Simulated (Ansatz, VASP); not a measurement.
**Sb (linear Sb chain): VASP beside Ansatz**

Aim: how closely do two programs agree when they are given the same cell, functional and k mesh? The cell is taken from a series of runs on this material, whose earlier steps may have relaxed, scaled, displaced or heated it; both programs get it as it stands.

Main program and level: Ansatz 0.2.0; plane waves, with VASP 6.6.1 beside it; single point at PBE.

## 1. Set-up

The cell holds 1 atom: 1 Sb. Cell: a = 7.500 Å, b = 7.500 Å, c = 2.408 Å, α = 90.0°, β = 90.0°, γ = 90.0°. Vacuum lies along a and b. The structure's axis is c.

## 2. VASP: single point, PBE, pair 1

With cell and atoms fixed, the geometry can't cause a difference; cores, projectors, grids and the points listed under the comparison can.

Lines of VASP's logs that name or quote its potential files are left out, and so is its time.

INCAR reads:

```
SYSTEM = Sb
PREC = Accurate
ENCUT = 500
EDIFF = 1E-06
NELM = 200
ISMEAR = -1
SIGMA = 0.05
LREAL = .FALSE.
ALGO = Normal
GGA = PE
NBANDS = 9
ISPIN = 2
MAGMOM = 0
LORBIT = 11
LWAVE = .FALSE.
LCHARG = .FALSE.
ISIF = 2
LASPH = .TRUE.
GGA_COMPAT = .FALSE.
```

POSCAR reads:

```
Sb
1.0
    7.5000000000      0.0000000000      0.0000000000
    0.0000000000      7.5000000000      0.0000000000
    0.0000000000      0.0000000000      2.4076089670
Sb
1
Direct
    0.5000000000      0.5000000000      0.0000000000
```

KPOINTS reads:

```
Automatic mesh
0
Gamma
1 1 34
0 0 0
```

PAW data sets: Sb (PBE family, release 64).

Launch:

```sh
$ mpirun -np 1 vasp_std
```

Numbers of over 12 decimals in the logs are rounded to 6 here.

Log:

```text
[banner, memory and clock lines left out]
running    1 mpi-ranks, on    1 nodes
 distrk:  each k-point on    1 cores,    1 groups
 distr:  one band on    1 cores,    1 groups

 POSCAR found type information on POSCAR Sb
 POSCAR found :  1 types and       1 ions
 LDA part: xc-table for (Slater+PW92), standard interpolation
 POSCAR, INCAR and KPOINTS ok, starting setup
 FFT: planning ... GRIDC
 FFT: planning ... GRID_SOFT
 FFT: planning ... GRID
 WAVECAR not read
 entering main loop
       N       E                     dE             d eps       ncg     rms          rms(c)
DAV:   1     0.201369820033E+02    0.20137E+02   -0.13954E+03   648   0.304E+02
DAV:   2    -0.122649568734E+01   -0.21363E+02   -0.17368E+02   785   0.523E+01
DAV:   3    -0.242369073970E+01   -0.11972E+01   -0.11906E+01   780   0.156E+01
DAV:   4    -0.243999020379E+01   -0.16299E-01   -0.16297E-01   830   0.242E+00
DAV:   5    -0.244050062596E+01   -0.51042E-03   -0.51042E-03   880   0.396E-01    0.302E+00
DAV:   6    -0.239726261416E+01    0.43238E-01   -0.34250E-02   766   0.698E-01    0.182E+00
DAV:   7    -0.237783364402E+01    0.19429E-01   -0.55227E-02   750   0.874E-01    0.187E-01
DAV:   8    -0.237726199414E+01    0.57165E-03   -0.15943E-03   702   0.256E-01    0.483E-02
DAV:   9    -0.237732177833E+01   -0.59784E-04   -0.11105E-04   657   0.647E-02    0.447E-02
DAV:  10    -0.237757662141E+01   -0.25484E-03   -0.62373E-05   681   0.473E-02    0.225E-02
DAV:  11    -0.237771868594E+01   -0.14206E-03   -0.75506E-05   672   0.411E-02    0.185E-02
DAV:  12    -0.237776757666E+01   -0.48891E-04   -0.18063E-05   662   0.203E-02    0.853E-03
DAV:  13    -0.237783595505E+01   -0.68378E-04   -0.69808E-06   656   0.154E-02    0.250E-03
DAV:  14    -0.237784061351E+01   -0.46585E-05   -0.37767E-07   667   0.291E-03    0.344E-03
DAV:  15    -0.237784263292E+01   -0.20194E-05   -0.17099E-07   674   0.182E-03    0.135E-03
DAV:  16    -0.237784312141E+01   -0.48849E-06   -0.63227E-08   651   0.112E-03
   1 F= -.23778431E+01 E0= -.23770079E+01  d E =-.167053E-02  mag=     0.0000
```

OUTCAR, selected parts (step 2):

```text
ion  position               nearest neighbor table
   1  0.500  0.500  0.000-

  LATTYP: Found a simple tetragonal cell.
 ALAT       =     7.5000000000
 C/A-ratio  =     0.3210145289

 Subroutine GETGRP returns: Found 16 space group operations
 (whereof 16 operations were pure point group operations)

The static configuration has the point symmetry D_4h.

 Found     18 irreducible k-points:

   k-points           NKPTS =     18   k-points in BZ     NKDIM =     18   number of bands    NBANDS=      9

   dimension x,y,z NGX =    56 NGY =   56 NGZ =   18
   dimension x,y,z NGXF=   112 NGYF=  112 NGZF=   36

   ENCUT  =  500.0 eV  36.75 Ry    6.06 a.u.  13.67 13.67  4.39*2*pi/ulx,y,z

   NELECT =       5.0000    total number of electrons

 k-points in reciprocal lattice and weights: Automatic mesh
   0.00000000  0.00000000  0.00000000       0.029
   0.00000000  0.00000000  0.02941176       0.059
   0.00000000  0.00000000  0.05882353       0.059
   0.00000000  0.00000000  0.08823529       0.059
   0.00000000  0.00000000  0.11764706       0.059
   0.00000000  0.00000000  0.14705882       0.059
   0.00000000  0.00000000  0.17647059       0.059
   0.00000000  0.00000000  0.20588235       0.059
   0.00000000  0.00000000  0.23529412       0.059
[...]
0.00000000  0.00000000  0.47058824       0.059
   0.00000000  0.00000000  0.50000000       0.029

 average (electrostatic) potential at core
       1 -94.7399

 E-fermi :  -1.9516

 spin component 1
 k-point     1 :       0.0000    0.0000    0.0000
  band No.  band energies     occupation
      1     -13.8715      1.00000
      2      -4.7128      1.00000
      3      -4.7128      1.00000
      4       0.8961      0.00000
      5       2.2774      0.00000
      6       3.3865      0.00000
      7       4.2079      0.00000
      8       4.2079      0.00000
    ...

 k-point     2 :       0.0000    0.0000    0.0294
  band No.  band energies     occupation
      1     -13.8489      1.00000
      2      -4.6858      1.00000
      3      -4.6858      1.00000
      4       0.9173      0.00000
      5       2.2992      0.00000
      6       3.4075      0.00000
      7       4.2311      0.00000
      8       4.2311      0.00000
    ...

 k-point     3 :       0.0000    0.0000    0.0588
  band No.  band energies     occupation
      1     -13.7811      1.00000
      2      -4.6050      1.00000
      3      -4.6050      1.00000
      4       0.9809      0.00000
      5       2.3644      0.00000
      6       3.4705      0.00000
      7       4.3007      0.00000
      8       4.3007      0.00000
    ...

 k-point     4 :       0.0000    0.0000    0.0882
  band No.  band energies     occupation
      1     -13.6679      1.00000
      2      -4.4710      1.00000
      3      -4.4710      1.00000
      4       1.0864      0.00000
      5       2.4732      0.00000
      6       3.5756      0.00000
      7       4.4165      0.00000
      8       4.4165      0.00000
    ...

 k-point     5 :       0.0000    0.0000    0.1176
  band No.  band energies     occupation
      1     -13.5088      1.00000
      2      -4.2847      1.00000
      3      -4.2847      1.00000
      4       1.2332      0.00000
      5       2.6254      0.00000
      6       3.7226      0.00000
      7       4.5784      0.00000
      8       4.5784      0.00000
    ...

 k-point     6 :       0.0000    0.0000    0.1471
  band No.  band energies     occupation
      1     -13.3034      1.00000
      2      -4.0473      1.00000
      3      -4.0473      1.00000
      4       1.4194      0.00000
      5       2.8210      0.00000
      6       3.9116      0.00000
      7       4.7860      0.00000
      8       4.7860      0.00000
    ...

  Total        0.1787723      0.1787723     10.5263737      0.0000000      0.0000000     -0.0000000
  in kB        2.1149612      2.1149612    124.5319783      0.0000000      0.0000000     -0.0000000
  external PRESSURE =      42.9206336 kB  Pullay stress =       0.0000000 kB

  energy-cutoff  :      500.00
  volume of cell :      135.43
      direct lattice vectors                 reciprocal lattice vectors
     7.500000000  0.000000000  0.000000000     0.133333333  0.000000000  0.000000000
     0.000000000  7.500000000  0.000000000     0.000000000  0.133333333  0.000000000
     0.000000000  0.000000000  2.407608967     0.000000000  0.000000000  0.415349840

 POSITION                                       TOTAL-FORCE (eV/Angst)
 -----------------------------------------------------------------------------------
      3.75000      3.75000      0.00000         0.000000      0.000000      0.000000
 -----------------------------------------------------------------------------------
    total drift:                               -0.000000     -0.000000     -0.000000

  FREE ENERGIE OF THE ION-ELECTRON SYSTEM (eV)
  ---------------------------------------------------
  free  energy   TOTEN  =        -2.3778431214 eV

  energy  without entropy=       -2.3761725946  energy(sigma->0) =       -2.37700786

 total charge
# of ion       s       p       d       tot
------------------------------------------
    1        1.205   1.323   0.051   2.578

 magnetization (x)
# of ion       s       p       d       tot
------------------------------------------
    1        0.000   0.000  -0.000   0.000

[... 4 further parts left out ...]
```

This run allows spin, but its moments start at zero, where symmetry between the spins tends to hold them. Its electron count is odd, so without a moment it is a metal by construction.

## 3. Ansatz: single point, PBE, pair 1

Ansatz runs on its default PAW (the set named soft_2) files.

The same cell, functional, mesh and smearing now go to Ansatz, which takes its cutoff from its data sets.

input.yaml reads:

```yaml
crystal:
  lattice:
    - [7.5, 0.0, 0.0]
    - [0.0, 7.5, 0.0]
    - [0.0, 0.0, 2.407608967]
  atoms:
    - { symbol: Sb, position: [0.5, 0.5, 0.0], spin: 0.3 }
magnetization:
  spin_polarized: true
kpoints:
  mp_grid: { grid: [1, 1, 34] }
scf:
  occupations: { method: fermi_dirac, width: 0.05 }
hamiltonian:
  xc: pbe
output:
  transmission:
    e_range: [-2, 2]
    de: 0.035
    kmesh: [1, 1]
    reduced_basis: true
    leads: [[0, 0]]
  stress: true
```

Launch:

```sh
$ ansatz run input.yaml --threads 4 --pin off --max-ram 8192MiB --backend cpu --events-out ev --progress --plain --runs-dir out
```

Log:

```text
Engine: ansatz 0.2.0, x86_64-unknown-linux-gnu
Pseudopotentials: kind: paw
Pseudopotential: Sb, paw, valence charge 15, recommended cutoff 420 eV (normal), Sb.paw.azcp
Functional definition: PBE
  parameter kappa = 0.804
  parameter beta = 0.066725
  exchange = pbe_x(kappa = kappa, mu = beta*pi^2/3)
  correlation = pbe_c(beta = beta)
Crystal: 1 atoms, lattice volume = 135.428 Å³
Basis set: ecut = 420 eV, 2625 PW (Γ)
Bands: 12, of which v1, the nominal top of the filled ones, is band 8 counted from 1 (7 counted from 0)
Symmetry: 16 space group operations
Space group: P4/mmm (ITA 123), of the structure as read, at distance tolerance 5.1e-5 Å
Magnetic group: BNS 123.339 (UNI 999), of the structure as read, at distance tolerance 5.1e-5 Å
k-points: 18 of 34
Non-local potential: Sb, projectors of the file, l = 0: 2, l = 1: 2, l = 2: 2, l = 3: 2
PAW form: soft (Blöchl's): semilocal exchange-correlation on the pseudo side does not see the compensation charge
PAW one-centre angular grid: Sb, 590 points (default); XC on 64 Gauss nodes
Initial density: superposition of atomic densities (neutral atoms: chi_scale 0, normalization atom)
Starting moments: Σ|m| = 0.3 μB on 1 of 1 site
Initial wavefunctions: pseudopotential atomic-orbital guess
Functional: x = pbe(κ = 0.804, μ = 0.219515), c = pbe(β = 0.066725)
iter 1 solved again at ethr=9.55e-4 eV; its pass at ethr=3.10e-3 eV (dr2=1.43e-1 eV) is discarded
SCF iter   1: F=—  HF=-6482.775623 eV  |F-HF|=—  |Δ(HF+E_count)|=         —  Δρ=8.44e-3 (↑8.30e-3 ↓8.44e-3)  dr2=1.48e-1  dr2_m=6.75e-2  M=0.045 μB ∫|m|=0.045 μB  β_m=0.30  ethr=9.55e-4  ⟨swp⟩=1.2  Hψ=3961  notcnv=0
preconditioner: auto → LDOS  [metal: Δε(μ)=0.064 eV  Ē_g=8.904 eV  σ=0.050 eV  W_gap=0.29  n_scr=20 (ndim 8)  ℏωp=6.5 eV  f_vac=0.629  D(μ)=0.92/eV (n_scr^D=4)]
spin=Collinear: LDOS preconditioning applied to the charge; magnetization (m = ρ↑ − ρ↓) channel mixes plain (no charge-response kernel on spin).
SCF iter   2: F=—  HF=-6482.752449 eV  |F-HF|=—  |Δ(HF+E_count)|=   2.32e-2  Δρ=6.15e-3 (↑5.63e-3 ↓6.15e-3)  dr2=6.95e-2  dr2_m=3.45e-2  M=0.022 μB ∫|m|=0.022 μB  β_m=0.30  ethr=9.55e-4  ⟨swp⟩=2.0  Hψ=550  notcnv=0
preconditioner: auto → Resta (q_TF=auto, 1.891 Å⁻¹)  ε∞=1.5  [insulator: Δε(μ)=0.155 eV  Ē_g=9.028 eV  σ=0.050 eV  W_gap=0.63  n_scr=20 (ndim 8)  ℏωp=6.6 eV  f_vac=0.635  D(μ)=0.61/eV (n_scr^D=4)  ε∞_Penn≈1.5  vacuum switching on, ρ_ref=5.9e-3 e/Å³]
spin=Collinear: Resta preconditioning applied to the charge; magnetization (m = ρ↑ − ρ↓) channel mixes plain (no charge-response kernel on spin).
SCF iter   3: F=—  HF=-6482.733273 eV  |F-HF|=—  |Δ(HF+E_count)|=   1.92e-2  Δρ=4.15e-3 (↑3.52e-3 ↓4.15e-3)  dr2=2.88e-3  dr2_m=1.77e-2  M=0.005 μB ∫|m|=0.007 μB  β_m=0.30  ethr=4.63e-4  ⟨swp⟩=2.7  Hψ=741  notcnv=0
SCF iter   4: F=—  HF=-6482.735862 eV  |F-HF|=—  |Δ(HF+E_count)|=   2.59e-3  Δρ=2.72e-3 (↑2.72e-3 ↓2.63e-3)  dr2=2.39e-4  dr2_m=8.81e-3  M=0.003 μB ∫|m|=0.005 μB  β_m=0.30  ethr=1.92e-5  ⟨swp⟩=2.9  Hψ=885  notcnv=0  defer=2
SCF iter   5: F=—  HF=-6482.736773 eV  |F-HF|=—  |Δ(HF+E_count)|=   9.11e-4  Δρ=1.94e-3 (↑1.94e-3 ↓1.82e-3)  dr2=4.79e-5  dr2_m=4.37e-3  M=0.002 μB ∫|m|=0.003 μB  β_m=0.30  ethr=1.59e-6  ⟨swp⟩=2.1  Hψ=567  notcnv=0  defer=2
SCF iter   6: F=—  HF=-6482.737168 eV  |F-HF|=—  |Δ(HF+E_count)|=   3.95e-4  Δρ=1.33e-3 (↑1.32e-3 ↓1.33e-3)  dr2=8.56e-7  dr2_m=2.17e-3  M=0.002 μB ∫|m|=0.003 μB  β_m=0.30  ethr=3.19e-7  ⟨swp⟩=2.0  Hψ=704  notcnv=0  defer=2
SCF iter   7: F=—  HF=-6482.737369 eV  |F-HF|=—  |Δ(HF+E_count)|=   2.00e-4  Δρ=9.32e-4 (↑9.28e-4 ↓9.32e-4)  dr2=2.76e-7  dr2_m=1.07e-3  M=0.001 μB ∫|m|=0.002 μB  β_m=0.30  ethr=6.67e-10  ⟨swp⟩=8.7  Hψ=2721  notcnv=0
Mixer restart at iter 7: flushing history
spin-set hold released at iteration 7 (site moments contracting): the magnetisation degrees of freedom join the quasi-Newton model from the next iteration; the mixer history was flushed
SCF iter   8: F=—  HF=-6482.737469 eV  |F-HF|=—  |Δ(HF+E_count)|=   1.01e-4  Δρ=6.56e-4 (↑6.54e-4 ↓6.56e-4)  dr2=1.43e-7  dr2_m=5.33e-4  M=0.001 μB ∫|m|=0.001 μB  β_m=0.65  ethr=6.67e-10  ⟨swp⟩=7.2  Hψ=2186  notcnv=0
SCF iter   9: F=—  HF=-6482.737571 eV  |F-HF|=—  |Δ(HF+E_count)|=   1.02e-4  Δρ=5.29e-6 (↑5.23e-6 ↓5.29e-6)  dr2=1.11e-9  dr2_m=3.42e-8  M=0.000 μB ∫|m|=0.000 μB  β_m=0.82  ethr=6.67e-10  ⟨swp⟩=7.9  Hψ=2319  notcnv=0
SCF iter  10: F=—  HF=-6482.737571 eV  |F-HF|=—  |Δ(HF+E_count)|=   6.27e-8  Δρ=1.54e-6 (↑1.54e-6 ↓1.52e-6)  dr2=1.10e-10  dr2_m=2.88e-9  M=0.000 μB ∫|m|=0.000 μB  β_m=0.91  ethr=7.42e-12  ⟨swp⟩=4.0  Hψ=1226  notcnv=0
SCF iter  11: F=-6482.737571 eV  HF=-6482.737571 eV  |F-HF|=4.00e-11  |Δ(HF+E_count)|=   6.15e-9  Δρ=1.58e-7 (↑1.58e-7 ↓1.27e-7)  dr2=5.47e-11  dr2_m=1.33e-11  M=0.000 μB ∫|m|=0.000 μB  ethr=1.00e-12  ⟨swp⟩=3.6  Hψ=1106  notcnv=0
SCF 1 converged in 11 iterations: F = -6482.737571 eV  dr2 = 5.47e-11
  greatest PAW one-centre occupation: 0.996 electrons in one spin orbital (limit 2), on the Sb atom at site 0 (counted from 0), in its partial waves of l = 2
WARN: the starting moments were not kept: the SCF closed with an absolute magnetisation of 2.1e-6 μB, where they sum to 0.3 μB in size (1 site). That is at most 0.1 of that sum. Measured as dr2_m measures the in/out step, that magnetisation stands 6.1e-13 eV from none, at or under the dr2_threshold of 1.0e-7 eV: it is no larger than a step whose dr2_m would equal this threshold. The system may hold no moment; this SC [...]
transmission: 6 of 36 steps passed
transmission: 9 of 36 steps passed
[...]
transmission: 36 of 36 steps passed
SCF converged after 11 iterations
Magnetization: 0.0000 μB (7.5000 up, 7.5000 down)
Absolute magnetization: 0.0000 μB (∫|ρ↑−ρ↓|, with the PAW one-centre terms)
Spin contamination: 0.0000 ħ² per cell (⟨S²⟩ above its minimum at these occupations)
Per-site moments (μB) at R_I (Å): [(6.086901658083947e-7, 0.993139)]
Free energy (F): -6482.737571 eV
Harris-Foulkes:  -6482.737571 eV  (|F-HF|=4.00e-11)
Internal energy: -6482.735687 eV  (E = F + TS)
E sigma→0 (E₀):  -6482.736629 eV
Entropy (-TS):   -0.001884 eV (-1.884 meV/atom)
Fermi energy:    -1.345560 eV
--- Per-component energies (eV) ---
  E_band       = -336.471432
  E_kinetic    = 209.323669
  E_local      = -3583.239004  (includes V_loc(G=0)·N_el)
  E_nonlocal   = 363.277615
  E_hartree    = 1632.925089
  E_xc         = -138.549180
  E_vxc        = -96.290798  (∫ρ·V_xc dr)
  E_paw        = -4575.957636  (= ΣΔE_a)
  E_vpaw       = -495.392557  (= ΣTr[D̂ρ^β])
  E_aug_tail   = -0.000002  (compensation charges beyond the density's cutoff)
  E_ewald      = -390.516239
  E_smearing   = -0.001884  (= −TS)
  E_closure    = -0.000000  (closes the sum)
  Σ components = -6482.737571   (vs F -6482.737571, Δ=0.00e0)
--- Stress (GPa, compression-positive) ---
        0.211677      -0.000000       0.000000
       -0.000000       0.211677       0.000000
        0.000000       0.000000      12.336969
  P = ⅓ Tr σ = 4.2534 GPa (42.534 kbar)
--- Band table (eV; the first three rows and the last of 36) ---
  k-point 0 ↑: bands = [... 4 lower, -30.2163, -13.2173, -4.0906, -4.0906, 1.5190, 2.9085, 4.0329, 4.8319]
  k-point 1 ↑: bands = [... 4 lower, -30.2212, -13.1955, -4.0636, -4.0636, 1.5403, 2.9304, 4.0541, 4.8552]
  k-point 2 ↑: bands = [... 4 lower, -30.2359, -13.1299, -3.9830, -3.9830, 1.6039, 2.9959, 4.1178, 4.9248]
  k-point 17 ↓: bands = [... 4 lower, -29.9589, -6.7676, -5.6305, 1.5188, 1.5188, 5.1828, 5.1828, 7.5583]
--- Transmission ---
  basis      : 497 plane waves across, 3 finite elements along
  points     : 1, standing for a mesh of 1 x 1
  filling    : by the input's occupations and mesh, since the crystals that have channels conduct as metals do. If one of these is a semiconductor, that mesh has misplaced its level
  energies   : 115 from -2.000000 to 1.990000 eV about the Fermi level, 0.035000 eV apart; the leads are filled to 0.000000 eV, and channels, transmission and decay are at -0.005000 eV
  crystal 0  : Sb1, at the sites [0, 0], period 2.4076 Å: whole cells are its period
    offset         : up to 0.0000 Å between an atom of the period and one for which it stands
    filled         : 38.3 meV over the level at which it is neutral
    channels       : 3.000000e0 up, 3.000000e0 down
    conductance    : 4.1323e14 S/m² at 300 K; may be off by some 0.0 % by where its bands' edges are placed, 0.0 % from the distance to neutral
```

The column dr2 measures how far the density is from self-consistency, as an energy; F and HF (Harris–Foulkes) agree once it is small.

## 4. Differences

Known differences besides the potentials themselves: the data sets hold 15 valence electrons in Ansatz (on its default PAW (the set named soft_2) files) and 5 in VASP; the cutoff is 420 eV in Ansatz and 500 eV in VASP. Total energies have different zeros and are not compared.

Both answers:

```
      quantity  Ansatz  VASP  difference
pressure (GPa)    4.25  4.29       -0.04
```

## 5. VASP: single point, PBE, pair 2

With cell and atoms fixed, the geometry can't cause a difference; cores, projectors, grids and the points listed under the comparison can. The cell compared in this pair holds 141.58 Å³, against 135.43 Å³ for the pair before.

INCAR is that of step 2.

Edit POSCAR of step 2 so:

```diff
@@ -4,3 +4,3 @@
     0.0000000000      7.5000000000      0.0000000000
-    0.0000000000      0.0000000000      2.4076089670
+    0.0000000000      0.0000000000      2.5170457382
 Sb
```

KPOINTS reads:

```
Automatic mesh
0
Gamma
1 1 32
0 0 0
```

Launch:

```sh
$ mpirun -np 1 vasp_std
```

Log:

```text
[... set-up lines as in an earlier step ...]
 entering main loop
       N       E                     dE             d eps       ncg     rms          rms(c)
DAV:   1     0.186009325607E+02    0.18601E+02   -0.13470E+03   612   0.302E+02
DAV:   2    -0.169902831041E+01   -0.20300E+02   -0.16262E+02   750   0.516E+01
DAV:   3    -0.277997636956E+01   -0.10809E+01   -0.10719E+01   741   0.150E+01
DAV:   4    -0.279612200249E+01   -0.16146E-01   -0.16144E-01   786   0.236E+00
[...]
DAV:  14    -0.274575229000E+01   -0.62179E-05   -0.68084E-07   630   0.369E-03    0.331E-03
DAV:  15    -0.274575445158E+01   -0.21616E-05   -0.20159E-07   638   0.198E-03    0.560E-04
DAV:  16    -0.274575477184E+01   -0.32026E-06   -0.45131E-08   614   0.921E-04
   1 F= -.27457548E+01 E0= -.27426838E+01  d E =-.614204E-02  mag=    -0.0000
```

From OUTCAR (step 5):

```text
  Total        0.1885173      0.1885173      6.0577824      0.0000000      0.0000000      0.0000000
  in kB        2.1332809      2.1332809     68.5504982      0.0000000      0.0000000      0.0000000
  external PRESSURE =      24.2723534 kB  Pullay stress =       0.0000000 kB

  FREE ENERGIE OF THE ION-ELECTRON SYSTEM (eV)
  ---------------------------------------------------
  free  energy   TOTEN  =        -2.7457547718 eV

  energy  without entropy=       -2.7396127367  energy(sigma->0) =       -2.74268375

 magnetization (x)
# of ion       s       p       d       tot
------------------------------------------
    1       -0.000  -0.000  -0.000  -0.000

[... 1 part as in an earlier step ...]

[... 3 further parts left out ...]
[key lines of the parts left out:]
E-fermi :  -2.1728
```

[end of part 1 of 2]

[Lines on the potential files, build, host, timing and source positions are cut from VASP's logs without a mark.]

[Logs are printed without paths, hosts, clocks, repeated set-up lines and the standing remarks that a program may print on its own settings, such as how far it seeks lower states.]

[Hosts, paths, dates, database ids (printed as entryN), source tags and the programs' standing remarks are cut or masked in the printed files.]
